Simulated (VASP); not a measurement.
# From one sheet to two: InSe monolayer, part 4 of 8

Aim: relax InSe monolayer, place its levels against the vacuum, then find how two sheets stack and bind.

VASP 6.6.1, plane waves and PAW; the level of theory is named at each step.

So far. Step 8 (A rigid stacking): Energy at zero smearing: -30.41983 eV.

## Step 9: A rigid stacking

Level of this step: PBE with D3(BJ); plane waves and PAW (In, Se) (VASP).

File INCAR:

```
SYSTEM = InSe
PREC = Normal
ENCUT = 350
EDIFF = 1E-05
NELM = 120
ISMEAR = 0
SIGMA = 0.03
LREAL = .FALSE.
ALGO = Fast
GGA = PE
IVDW = 12
NBANDS = 26
LORBIT = 11
LWAVE = .FALSE.
LCHARG = .FALSE.
KPAR = 4
IDIPOL = 3
LDIPOL = .TRUE.
DIPOL = 0.5 0.5 0.5
```

File POSCAR:

```
InSe
1.0
    4.0377204441      0.0000000000      0.0000000000
   -2.0188602220      3.4967684780      0.0000000000
    0.0000000000      0.0000000000     30.8909184944
In Se
4 4
Direct
    0.3333333300      0.6666666700      0.3174014700
    0.3333333300      0.6666666700      0.4075837400
    0.6666666700      0.3333333300      0.5924162600
    0.6666666700      0.3333333300      0.6825985300
    0.6666666700      0.3333333300      0.2751617800
    0.6666666700      0.3333333300      0.4498234400
    0.3333333300      0.6666666700      0.5501765600
    0.3333333300      0.6666666700      0.7248382200
```

File KPOINTS:

```
Automatic mesh
0
Gamma
9 9 1
0 0 0
```

The projector-augmented-wave data sets are In and Se (PBE family, release 64).

Launch:

```sh
mpirun -np 4 vasp_std
```

What it wrote:

```text
[... set-up lines as in an earlier step ...]
 entering main loop
       N       E                     dE             d eps       ncg     rms          rms(c)
DAV:   1     0.195793193713E+03    0.19579E+03   -0.94477E+03   624   0.743E+02
DAV:   2    -0.208674835595E+01   -0.19788E+03   -0.19213E+03   862   0.153E+02
DAV:   3    -0.284983685994E+02   -0.26412E+02   -0.26174E+02   788   0.613E+01
DAV:   4    -0.293590853720E+02   -0.86072E+00   -0.85815E+00   794   0.130E+01
[...]
RMM:  12    -0.283748149513E+02    0.51304E-04   -0.27615E-04   794   0.672E-02    0.208E-02
RMM:  13    -0.283748903231E+02   -0.75372E-04   -0.16682E-04   772   0.468E-02    0.187E-02
RMM:  14    -0.283748837772E+02    0.65460E-05   -0.22913E-05   580   0.209E-02
   1 F= -.30416672E+02 E0= -.30416672E+02  d E =-.182769E-13
```

Elapsed: 7.2 s, on 4 MPI ranks of Intel Xeon 6975P-C (Granite Rapids), shared host; peak memory 0.99 GiB.

OUTCAR, selected parts (step 9):

```text
 Edisp (eV)   -2.04179

  Total      -0.10332    -0.10332    -0.24982    -0.00000    -0.00000     0.00000
  in kB      -0.37953    -0.37953    -0.91771    -0.00000    -0.00000     0.00000
  external pressure =       -0.56 kB  Pullay stress =        0.00 kB

 POSITION                                       TOTAL-FORCE (eV/Angst)
 -----------------------------------------------------------------------------------
     -0.00000      2.33118      9.80482        -0.000000     -0.000000     -0.005822
     -0.00000      2.33118     12.59064         0.000000     -0.000000      0.037288
      2.01886      1.16559     18.30028         0.000000      0.000000     -0.037288
      2.01886      1.16559     21.08610         0.000000      0.000000      0.005822
      2.01886      1.16559      8.50000        -0.000000      0.000000      0.005876
      2.01886      1.16559     13.89546        -0.000000      0.000000     -0.001834
     -0.00000      2.33118     16.99546         0.000000     -0.000000      0.001834
     -0.00000      2.33118     22.39092         0.000000     -0.000000     -0.005876
 -----------------------------------------------------------------------------------
    total drift:                                0.000000     -0.000000     -0.000000

  FREE ENERGIE OF THE ION-ELECTRON SYSTEM (eV)
  ---------------------------------------------------
  free  energy   TOTEN  =       -30.4166721911 eV

  energy  without entropy=      -30.4166721911  energy(sigma->0) =      -30.41667219

[... 2 parts as in an earlier step ...]

[... 1 further part left out ...]
[key lines of the parts left out:]
E-fermi :  -1.1637
```

Energy at zero smearing: -30.41667 eV.

## Step 10: A rigid stacking

INCAR is that of step 9.

File POSCAR:

```
InSe
1.0
    4.0377204441      0.0000000000      0.0000000000
   -2.0188602220      3.4967684780      0.0000000000
    0.0000000000      0.0000000000     30.8909184944
In Se
4 4
Direct
    0.3333333300      0.6666666700      0.3174014700
    0.3333333300      0.6666666700      0.4075837400
    0.0000000000      1.0000000000      0.5924162600
    0.0000000000      1.0000000000      0.6825985300
    0.6666666700      0.3333333300      0.2751617800
    0.6666666700      0.3333333300      0.4498234400
    0.6666666700      0.3333333300      0.5501765600
    0.6666666700      0.3333333300      0.7248382200
```

KPOINTS is that of step 9.

Launch:

```sh
mpirun -np 4 vasp_std
```

What it wrote:

```text
[... set-up lines as in an earlier step ...]
 entering main loop
       N       E                     dE             d eps       ncg     rms          rms(c)
DAV:   1     0.197462180538E+03    0.19746E+03   -0.94439E+03   624   0.743E+02
DAV:   2    -0.170158119472E+01   -0.19916E+03   -0.19337E+03   886   0.152E+02
DAV:   3    -0.282984380581E+02   -0.26597E+02   -0.26391E+02   758   0.616E+01
DAV:   4    -0.291325916641E+02   -0.83415E+00   -0.83215E+00   834   0.129E+01
[...]
RMM:  12    -0.281599234626E+02    0.14137E-04   -0.19769E-04   809   0.594E-02    0.249E-02
RMM:  13    -0.281600052418E+02   -0.81779E-04   -0.14305E-04   769   0.464E-02    0.199E-02
RMM:  14    -0.281600041159E+02    0.11259E-05   -0.22421E-05   594   0.197E-02
   1 F= -.30195416E+02 E0= -.30195416E+02  d E =-.311724E-11
```

It took 7.2 s on 4 MPI ranks; peak memory 1 GiB.

OUTCAR, selected parts (step 10):

```text
 Edisp (eV)   -2.03541

  Total      -0.04988    -0.04988     2.26871    -0.00000     0.00000     0.00000
  in kB      -0.18323    -0.18323     8.33404    -0.00000     0.00000     0.00000
  external pressure =        2.66 kB  Pullay stress =        0.00 kB

 POSITION                                       TOTAL-FORCE (eV/Angst)
 -----------------------------------------------------------------------------------
     -0.00000      2.33118      9.80482        -0.000000     -0.000000     -0.021095
     -0.00000      2.33118     12.59064        -0.000000      0.000000     -0.140796
      0.00000      0.00000     18.30028         0.000000     -0.000000      0.140796
      0.00000      0.00000     21.08610        -0.000000     -0.000000      0.021095
      2.01886      1.16559      8.50000         0.000000     -0.000000      0.009560
      2.01886      1.16559     13.89546        -0.000000     -0.000000     -0.448109
      2.01886      1.16559     16.99546         0.000000      0.000000      0.448109
      2.01886      1.16559     22.39092        -0.000000      0.000000     -0.009560
 -----------------------------------------------------------------------------------
    total drift:                               -0.000032      0.000019      0.000000

  FREE ENERGIE OF THE ION-ELECTRON SYSTEM (eV)
  ---------------------------------------------------
  free  energy   TOTEN  =       -30.1954157844 eV

  energy  without entropy=      -30.1954157844  energy(sigma->0) =      -30.19541578

[... 2 parts as in an earlier step ...]

[... 1 further part left out ...]
[key lines of the parts left out:]
E-fermi :  -0.9184
```

Energy at zero smearing: -30.19542 eV.

## Step 11: A rigid stacking

INCAR is that of step 10.

File POSCAR:

```
InSe
1.0
    4.0377204441      0.0000000000      0.0000000000
   -2.0188602220      3.4967684780      0.0000000000
    0.0000000000      0.0000000000     30.8909184944
In Se
4 4
Direct
    0.3333333300      0.6666666700      0.3174014700
    0.3333333300      0.6666666700      0.4075837400
    0.3333333300      0.6666666700      0.5924162600
    0.3333333300      0.6666666700      0.6825985300
    0.6666666700      0.3333333300      0.2751617800
    0.6666666700      0.3333333300      0.4498234400
    1.0000000000      0.0000000000      0.5501765600
    1.0000000000      0.0000000000      0.7248382200
```

KPOINTS is that of step 10.

Launch:

```sh
mpirun -np 4 vasp_std
```

What it wrote:

```text
[... set-up lines as in an earlier step ...]
 entering main loop
       N       E                     dE             d eps       ncg     rms          rms(c)
DAV:   1     0.196072775118E+03    0.19607E+03   -0.94464E+03   624   0.743E+02
DAV:   2    -0.244770151068E+01   -0.19852E+03   -0.19236E+03   882   0.152E+02
DAV:   3    -0.285742982377E+02   -0.26127E+02   -0.25905E+02   824   0.610E+01
DAV:   4    -0.293604290486E+02   -0.78613E+00   -0.78428E+00   760   0.126E+01
[...]
RMM:  12    -0.283765293847E+02    0.43897E-04   -0.25128E-04   800   0.652E-02    0.222E-02
RMM:  13    -0.283766045560E+02   -0.75171E-04   -0.17258E-04   775   0.466E-02    0.191E-02
RMM:  14    -0.283765972818E+02    0.72742E-05   -0.24188E-05   588   0.209E-02
   1 F= -.30420456E+02 E0= -.30420456E+02  d E =-.242575E-12
```

The job ended after 7.6 s (4 MPI ranks; peak memory 0.98 GiB).

From OUTCAR (step 11):

```text
 Edisp (eV)   -2.04386

  Total      -0.07176    -0.07176    -0.36165    -0.00000     0.00000     0.00000
  in kB      -0.26361    -0.26361    -1.32851    -0.00000     0.00000     0.00000
  external pressure =       -0.62 kB  Pullay stress =        0.00 kB

 POSITION                                       TOTAL-FORCE (eV/Angst)
 -----------------------------------------------------------------------------------
     -0.00000      2.33118      9.80482         0.000000     -0.000000     -0.005836
     -0.00000      2.33118     12.59064         0.000000     -0.000000      0.043363
     -0.00000      2.33118     18.30028        -0.000000      0.000000     -0.043363
     -0.00000      2.33118     21.08610         0.000000      0.000000      0.005836
      2.01886      1.16559      8.50000        -0.000000     -0.000000      0.005975
      2.01886      1.16559     13.89546        -0.000000     -0.000000      0.020285
      0.00000      0.00000     16.99546         0.000000     -0.000000     -0.020285
      0.00000      0.00000     22.39092         0.000000      0.000000     -0.005975
 -----------------------------------------------------------------------------------
    total drift:                               -0.000015      0.000009      0.000000

  FREE ENERGIE OF THE ION-ELECTRON SYSTEM (eV)
  ---------------------------------------------------
  free  energy   TOTEN  =       -30.4204562808 eV

  energy  without entropy=      -30.4204562808  energy(sigma->0) =      -30.42045628

[... 2 parts as in an earlier step ...]

[... 1 further part left out ...]
[key lines of the parts left out:]
E-fermi :  -1.1584
```

Energy at zero smearing: -30.42046 eV.

## Step 12: Relaxing the bilayer

The lowest stacking relaxes at the monolayer's lattice.

INCAR, as its differences from that of step 11:

```diff
@@ -3,3 +3,3 @@
 ENCUT = 350
-EDIFF = 1E-05
+EDIFF = 1E-06
 NELM = 120
@@ -16,2 +16,8 @@
 KPAR = 4
+IBRION = 2
+NSW = 50
+ISIF = 2
+EDIFFG = -0.015
+POTIM = 0.4
+MAXMIX = 40
 IDIPOL = 3
```

POSCAR is that of step 11.

KPOINTS is that of step 11.

Launch:

```sh
mpirun -np 4 vasp_std
```

What it wrote:

```text
[... set-up lines as in an earlier step ...]
 entering main loop
       N       E                     dE             d eps       ncg     rms          rms(c)
[... 5 cycles as in an earlier step ...]
RMM:   6    -0.284867353102E+02    0.89622E+00   -0.12751E+00   624   0.349E+00    0.549E+00
RMM:   7    -0.284184820272E+02    0.68253E-01   -0.11194E+00   624   0.319E+00    0.133E+00
RMM:   8    -0.283768288901E+02    0.41653E-01   -0.17364E-01   624   0.159E+00    0.278E-01
RMM:   9    -0.283759844152E+02    0.84447E-03   -0.15140E-02   650   0.595E-01    0.239E-01
RMM:  10    -0.283763303038E+02   -0.34589E-03   -0.33693E-03   682   0.223E-01    0.139E-01
RMM:  11    -0.283765737709E+02   -0.24347E-03   -0.76879E-04   631   0.126E-01    0.488E-02
RMM:  12    -0.283765291406E+02    0.44630E-04   -0.24947E-04   637   0.653E-02    0.222E-02
RMM:  13    -0.283766055225E+02   -0.76382E-04   -0.17926E-04   636   0.473E-02    0.195E-02
RMM:  14    -0.283765977413E+02    0.77812E-05   -0.25800E-05   657   0.211E-02    0.872E-03
RMM:  15    -0.283766274619E+02   -0.29721E-04   -0.22956E-05   620   0.163E-02    0.713E-03
RMM:  16    -0.283766636924E+02   -0.36230E-04   -0.90953E-06   542   0.948E-03    0.730E-03
RMM:  17    -0.283766739477E+02   -0.10255E-04   -0.26444E-06   444   0.504E-03    0.301E-03
RMM:  18    -0.283766808728E+02   -0.69251E-05   -0.37004E-06   493   0.543E-03    0.117E-03
RMM:  19    -0.283766862921E+02   -0.54193E-05   -0.62156E-07   408   0.285E-03    0.120E-03
RMM:  20    -0.283766883288E+02   -0.20367E-05   -0.15059E-07   282   0.137E-03    0.582E-04
RMM:  21    -0.283766926187E+02   -0.42899E-05   -0.44005E-07   387   0.202E-03    0.875E-04
RMM:  22    -0.283766945004E+02   -0.18817E-05   -0.63790E-08   223   0.110E-03    0.645E-04
RMM:  23    -0.283766949610E+02   -0.46061E-06   -0.36687E-08   222   0.110E-03
   1 F= -.30420554E+02 E0= -.30420554E+02  d E =-.304206E+02
 curvature:   0.00 expect dE= 0.000E+00 dE for cont linesearch  0.000E+00
 trial: gam= 0.00000 g(F)=  0.183E-03 g(S)=  0.000E+00 ort = 0.000E+00 (trialstep = 0.100E+01)
 search vector abs. value=  0.183E-03
 bond charge predicted
       N       E                     dE             d eps       ncg     rms          rms(c)
DAV:   1    -0.283768115406E+02   -0.11704E-03   -0.16795E-03   784   0.169E-01    0.173E-02
RMM:   2    -0.283768335003E+02   -0.21960E-04   -0.15021E-04   624   0.476E-02    0.368E-02
RMM:   3    -0.283768163900E+02    0.17110E-04   -0.71382E-05   624   0.309E-02    0.582E-03
RMM:   4    -0.283768175106E+02   -0.11207E-05   -0.17597E-05   632   0.144E-02    0.380E-03
RMM:   5    -0.283768189602E+02   -0.14495E-05   -0.22190E-06   453   0.576E-03    0.183E-03
RMM:   6    -0.283768189195E+02    0.40696E-07   -0.58198E-07   396   0.305E-03
   2 F= -.30420714E+02 E0= -.30420714E+02  d E =-.159714E-03
[... from here on, the cycles between the ionic steps are left out ...]
   3 F= -.30420904E+02 E0= -.30420904E+02  d E =-.349916E-03
   4 F= -.30421015E+02 E0= -.30421015E+02  d E =-.111444E-03
   5 F= -.30421308E+02 E0= -.30421308E+02  d E =-.404321E-03
   6 F= -.30421703E+02 E0= -.30421703E+02  d E =-.798717E-03
   7 F= -.30421724E+02 E0= -.30421724E+02  d E =-.819657E-03
   8 F= -.30421841E+02 E0= -.30421841E+02  d E =-.937026E-03
   9 F= -.30422174E+02 E0= -.30422174E+02  d E =-.332641E-03
  10 F= -.30422939E+02 E0= -.30422939E+02  d E =-.109822E-02
  11 F= -.30423361E+02 E0= -.30423361E+02  d E =-.151971E-02
  12 F= -.30423475E+02 E0= -.30423475E+02  d E =-.114249E-03
  13 F= -.30423805E+02 E0= -.30423805E+02  d E =-.444639E-03
  14 F= -.30424419E+02 E0= -.30424419E+02  d E =-.105801E-02
  15 F= -.30425423E+02 E0= -.30425423E+02  d E =-.206218E-02
  16 F= -.30426677E+02 E0= -.30426677E+02  d E =-.331647E-02
  17 F= -.30425267E+02 E0= -.30425267E+02  d E =-.190676E-02
  18 F= -.30426819E+02 E0= -.30426819E+02  d E =-.345869E-02
  19 F= -.30427522E+02 E0= -.30427522E+02  d E =-.702997E-03
  20 F= -.30427845E+02 E0= -.30427845E+02  d E =-.102539E-02
  21 F= -.30428063E+02 E0= -.30428063E+02  d E =-.218073E-03
  22 F= -.30428249E+02 E0= -.30428249E+02  d E =-.404644E-03
  23 F= -.30428209E+02 E0= -.30428209E+02  d E =-.364648E-03
  24 F= -.30428298E+02 E0= -.30428298E+02  d E =-.453377E-03
 curvature:  -1.30 expect dE=-0.673E-04 dE for cont linesearch -0.371E-06
 trial: gam= 0.25104 g(F)=  0.518E-04 g(S)=  0.000E+00 ort = 0.820E-05 (trialstep = 0.206E+01)
 search vector abs. value=  0.707E-04
 bond charge predicted
       N       E                     dE             d eps       ncg     rms          rms(c)
DAV:   1    -0.283479320089E+02    0.68050E-04   -0.82077E-03   638   0.385E-01    0.366E-02
RMM:   2    -0.283479128720E+02    0.19137E-04   -0.35274E-04   624   0.827E-02    0.590E-02
RMM:   3    -0.283479660758E+02   -0.53204E-04   -0.64608E-05   625   0.333E-02    0.641E-02
RMM:   4    -0.283479431231E+02    0.22953E-04   -0.60595E-05   624   0.282E-02    0.396E-02
RMM:   5    -0.283479472013E+02   -0.40782E-05   -0.46513E-05   624   0.242E-02    0.252E-02
RMM:   6    -0.283479533158E+02   -0.61145E-05   -0.13364E-05   654   0.138E-02    0.216E-02
RMM:   7    -0.283479516705E+02    0.16453E-05   -0.50453E-06   529   0.948E-03    0.199E-02
RMM:   8    -0.283479617817E+02   -0.10111E-04   -0.18501E-05   651   0.141E-02    0.295E-02
RMM:   9    -0.283479800576E+02   -0.18276E-04   -0.23910E-05   700   0.140E-02    0.354E-02
RMM:  10    -0.283479775686E+02    0.24890E-05   -0.52231E-06   535   0.764E-03    0.329E-02
RMM:  11    -0.283479766636E+02    0.90497E-06   -0.78135E-07   380   0.345E-03
  25 F= -.30428336E+02 E0= -.30428336E+02  d E =-.378341E-04
 trial-energy change:   -0.000038  1 .order   -0.000036   -0.000111    0.000040
 step:   1.5186(harm=  1.5186)  dis= 0.00126  next Energy=   -30.428339 (dE=-0.409E-04)
 reached required accuracy - stopping structural energy minimisation
```

The job ended after 1.8 min (4 MPI ranks; peak memory 1.1 GiB).

From OUTCAR (step 12):

```text
   NELECT =      36.0000    total number of electrons

 Edisp (eV)   -2.08030

 E-fermi :  -1.0520

 k-point     1 :       0.0000    0.0000    0.0000
  band No.  band energies     occupation
    ...
     14      -2.0121      2.00000
     15      -2.0121      2.00000
     16      -1.9679      2.00000
     17      -1.9679      2.00000
     18      -1.2934      2.00000
     19      -0.2073      0.00000
     20       0.5227      0.00000
     21       1.1973      0.00000
     22       1.3467      0.00000
     23       3.3781      0.00000
    ...

 Edisp (eV)   -2.08036

  Total       0.15026     0.15026    -0.06895     0.00000    -0.00000     0.00000
  in kB       0.55197     0.55197    -0.25328     0.00000    -0.00000     0.00000
  external pressure =        0.28 kB  Pullay stress =        0.00 kB

 POSITION                                       TOTAL-FORCE (eV/Angst)
 -----------------------------------------------------------------------------------
     -0.00000      2.33118      9.91280         0.000000     -0.000000      0.008686
     -0.00000      2.33118     12.69968         0.000000      0.000000     -0.004238
     -0.00000      2.33118     18.19124        -0.000000     -0.000000      0.004238
     -0.00000      2.33118     20.97812        -0.000000      0.000000     -0.008686
      2.01886      1.16559      8.60959         0.000000      0.000000     -0.004006
      2.01886      1.16559     13.99949        -0.000000      0.000000      0.002394
     -0.00000      0.00000     16.89143         0.000000     -0.000000     -0.002394
     -0.00000      0.00000     22.28133        -0.000000     -0.000000      0.004006
 -----------------------------------------------------------------------------------
    total drift:                               -0.000015      0.000009      0.000000

  FREE ENERGIE OF THE ION-ELECTRON SYSTEM (eV)
  ---------------------------------------------------
  free  energy   TOTEN  =       -30.4283359042 eV

  energy  without entropy=      -30.4283359042  energy(sigma->0) =      -30.42833590

 vacuum level on the upper side and lower side of the slab         4.245         4.245

[... 8 parts as in an earlier step ...]

[... 11 further parts left out ...]
```

Step by step (22 of 25):

| step | energy less that of the first step (eV) | largest force (eV/Å) |
| --- | --- | --- |
| 1 | 0.0000 | 0.0432 |
| 2 | -0.0002 | 0.0280 |
| 3 | -0.0004 | 0.0411 |
| 4 | -0.0005 | 0.0391 |
| 6 | -0.0011 | 0.0277 |
| 7 | -0.0012 | 0.0672 |
| 8 | -0.0013 | 0.0501 |
| 9 | -0.0016 | 0.0420 |
| 10 | -0.0024 | 0.0520 |
| 11 | -0.0028 | 0.1165 |
| 12 | -0.0029 | 0.1158 |
| 14 | -0.0039 | 0.1052 |
| 15 | -0.0049 | 0.0919 |
| 16 | -0.0061 | 0.0779 |
| 17 | -0.0047 | 0.1003 |
| 18 | -0.0063 | 0.0848 |
| 19 | -0.0070 | 0.0506 |
| 20 | -0.0073 | 0.0342 |
| 22 | -0.0077 | 0.0205 |
| 23 | -0.0077 | 0.0334 |
| 24 | -0.0077 | 0.0157 |
| 25 | -0.0078 | 0.0087 |

The atoms that moved most (Å):

| atom | dx | dy | dz | length |
| --- | --- | --- | --- | --- |
| Se5 | 0.000 | 0.000 | 0.110 | 0.110 |
| Se8 | 0.000 | 0.000 | -0.110 | 0.110 |
| In3 | 0.000 | 0.000 | -0.109 | 0.109 |
| In2 | 0.000 | 0.000 | 0.109 | 0.109 |
| In4 | 0.000 | 0.000 | -0.108 | 0.108 |
| In1 | 0.000 | 0.000 | 0.108 | 0.108 |
| Se6 | 0.000 | 0.000 | 0.104 | 0.104 |
| Se7 | 0.000 | 0.000 | -0.104 | 0.104 |

Final coordinates:

```xyz
8
Lattice="4.0377 0.0000 0.0000 -2.0189 3.4968 0.0000 0.0000 0.0000 30.8909" Properties=species:S:1:pos:R:3
In    0.0000    2.3312    9.9128
In    0.0000    2.3312   12.6997
In    0.0000    2.3312   18.1912
In    0.0000    2.3312   20.9781
Se    2.0189    1.1656    8.6096
Se    2.0189    1.1656   13.9995
Se    4.0377    0.0000   16.8914
Se    4.0377    0.0000   22.2813
```

Numbers from this step:

* electronic cycles: 219
* free energy (TOTEN): -30.43 eV
* Fermi energy: -1.052 eV
* gap on the k-mesh: 1.018 eV
* least direct gap on the k-mesh: 1.086 eV

The run ended after 25 ionic steps, 0.008 eV below its first step, once the forces on the free atoms met EDIFFG = -0.015.

(Continued in part 5 of 8.)

[Lines on the potential files, build, host, timing and source positions are cut from VASP's logs without a mark.]

[Logs are printed without paths, hosts, clocks, repeated set-up lines and the standing remarks that a program may print on its own settings, such as how far it seeks lower states.]

[Hosts, paths, dates, database ids (printed as entryN), source tags and the programs' standing remarks are cut or masked in the printed files.]

[Runs that stopped without an error message from VASP are left out.]
